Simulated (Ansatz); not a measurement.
# W13S25: the cost of one run

Program: Ansatz 0.2.0. Level of theory: DFT PBE, scalar-relativistic, plane waves, PAW. These are calculated values, not measurements.

5 further runs of the same task are left out: 1 that didn't finish, 4 set aside as unsound or not needed.

## 1. The starting structure

Symmetry: R3m, No. 160, trigonal system. The conventional cell has a = 3.188 Å, b = 3.188 Å, c = 22.423 Å, α = 90.00°, β = 90.00°, γ = 120.00°. Around W (site symmetry 3m) lie 6 S at 2.42 Å. Around S (site symmetry 3m) lie 3 W at 2.42 Å.

Structure file:

```xyz
3
Lattice="1.5939 0.9202 7.4744 -1.5939 0.9202 7.4744 0.0000 -1.8404 7.4744" Properties=species:S:1:pos:R:3 pbc="T T T"
W     0.0000    0.0000    0.0152
S     0.0000    0.0000    9.0607
S     0.0000    0.0000    5.9186
```

It goes back to an entry of the Materials Project, which need not be the stable form.

This cell was relaxed beforehand with the same method: volume 21.93 Å³/atom, gap on the mesh 1.64 eV.

The host's static dielectric tensor, from an earlier linear-response run, has a mean of 8.80.

The perfect supercell (rows -2 1 2; 2 -2 1; 1 2 -2 in vectors of this cell) was computed beforehand with the same settings: E(σ→0) = -158488.7528 eV for 39 atoms, gap 2.06 eV on its own mesh.

## 2. Making the defect

The atom at (0.096, 0.481, 0.635) of the supercell is taken out. A small random displacement (spread 0.05 Å) lets the symmetry of the site break. Its neighbours are 3 W at 2.42 Å.

## 3. Relaxing the defect, charge 0

File input.yaml:

```yaml
crystal:
  lattice:
    - [-4.781620989, -4.601116942, 7.4744493696]
    - [6.375494652, -1.8404467768, 7.4744493696]
    - [-1.593873663, 6.4415637188, 7.4744493696]
  atoms:
    - { symbol: W, position: [0.6929851414, 0.077600526, 0.2314466799] }
    - { symbol: W, position: [0.0006774491, 0.0006774491, 0.0006774491] }
    - { symbol: W, position: [0.4622159106, 0.3852928337, 0.1545236029] }
    - { symbol: W, position: [0.9237543722, 0.7699082183, 0.3083697568] }
    - { symbol: W, position: [0.3852928337, 0.1545236029, 0.4622159106] }
    - { symbol: W, position: [0.8473825181, 0.5331102194, 0.621428185] }
    - { symbol: W, position: [0.7699082183, 0.3083697568, 0.9237543722] }
    - { symbol: W, position: [0.2314466799, 0.6929851414, 0.077600526] }
    - { symbol: W, position: [0.1564928888, 0.4643833514, 0.3752950559] }
    - { symbol: W, position: [0.6160620645, 0.8468312953, 0.5391389876] }
    - { symbol: W, position: [0.0692301907, 0.2372020242, 0.6869770938] }
    - { symbol: W, position: [0.5391389876, 0.6160620645, 0.8468312953] }
    - { symbol: W, position: [0.3083697568, 0.9237543722, 0.7699082183] }
    - { symbol: S, position: [0.4040742703, 0.4040742703, 0.4040742703] }
    - { symbol: S, position: [0.8656127318, 0.7886896549, 0.5579204241] }
    - { symbol: S, position: [0.3271511934, 0.1733050395, 0.711766578] }
    - { symbol: S, position: [0.7886896549, 0.5579204241, 0.8656127318] }
    - { symbol: S, position: [0.2502281165, 0.9425358088, 0.0194588857] }
    - { symbol: S, position: [0.1733050395, 0.711766578, 0.3271511934] }
    - { symbol: S, position: [0.6348435011, 0.0963819626, 0.4809973472] }
    - { symbol: S, position: [0.5579204241, 0.8656127318, 0.7886896549] }
    - { symbol: S, position: [0.0194588857, 0.2502281165, 0.9425358088] }
    - { symbol: S, position: [0.4809973472, 0.6348435011, 0.0963819626] }
    - { symbol: S, position: [0.9425358088, 0.0194588857, 0.2502281165] }
    - { symbol: S, position: [0.711766578, 0.3271511934, 0.1733050395] }
    - { symbol: S, position: [0.9562559729, 0.3408713575, 0.4947175114] }
    - { symbol: S, position: [0.2639482806, 0.2639482806, 0.2639482806] }
    - { symbol: S, position: [0.7254867421, 0.6485636652, 0.4177944344] }
    - { symbol: S, position: [0.1870252037, 0.0331790498, 0.5716405883] }
    - { symbol: S, position: [0.6485636652, 0.4177944344, 0.7254867421] }
    - { symbol: S, position: [0.1101021268, 0.8024098191, 0.879332896] }
    - { symbol: S, position: [0.0331790498, 0.5716405883, 0.1870252037] }
    - { symbol: S, position: [0.4947175114, 0.9562559729, 0.3408713575] }
    - { symbol: S, position: [0.4177944344, 0.7254867421, 0.6485636652] }
    - { symbol: S, position: [0.879332896, 0.1101021268, 0.8024098191] }
    - { symbol: S, position: [0.3408713575, 0.4947175114, 0.9562559729] }
    - { symbol: S, position: [0.8024098191, 0.879332896, 0.1101021268] }
    - { symbol: S, position: [0.5716405883, 0.1870252037, 0.0331790498] }
  host:
    lattice:
      - [1.593873663, 0.9202233884, 7.4744493696]
      - [-1.593873663, 0.9202233884, 7.4744493696]
      - [0.0, -1.8404467768, 7.4744493696]
    atoms:
      - { symbol: W, position: [0.0006774491, 0.0006774491, 0.0006774491] }
      - { symbol: S, position: [0.4040742703, 0.4040742703, 0.4040742703] }
      - { symbol: S, position: [0.2639482806, 0.2639482806, 0.2639482806] }
basis:
  ecutwfc: 420
  xc_grid: 2
kpoints:
  mp_grid: { grid: [2, 2, 2], shift: [0.5, 0.5, 0.5] }
hamiltonian:
  xc: pbe
scf:
  occupations: { method: gaussian, width: 0.01 }
output:
  forces: true
  stress: false
  eigenvalues: true
  charged_corrections:
    defect_position: [0.09638196, 0.48099735, 0.6348435]
    epsilon: [[11.5894, 0.0, 0.0], [0.0, 11.5894, 0.0], [0.0, 0.0, 3.2073]]
relax:
  adjacent_minimum: "off"
  f_tol: 0.025
  max_steps: 45
```

Command:

```
$ ansatz run input.yaml --threads 4 --pin off --max-ram 10240MiB --backend cpu --events-out ev --progress --plain --runs-dir out
```

What time and memory should one allow on 4 threads of Intel Xeon 6975P-C (Granite Rapids), shared host?

About 66 s, with a peak of 3.3 GiB.
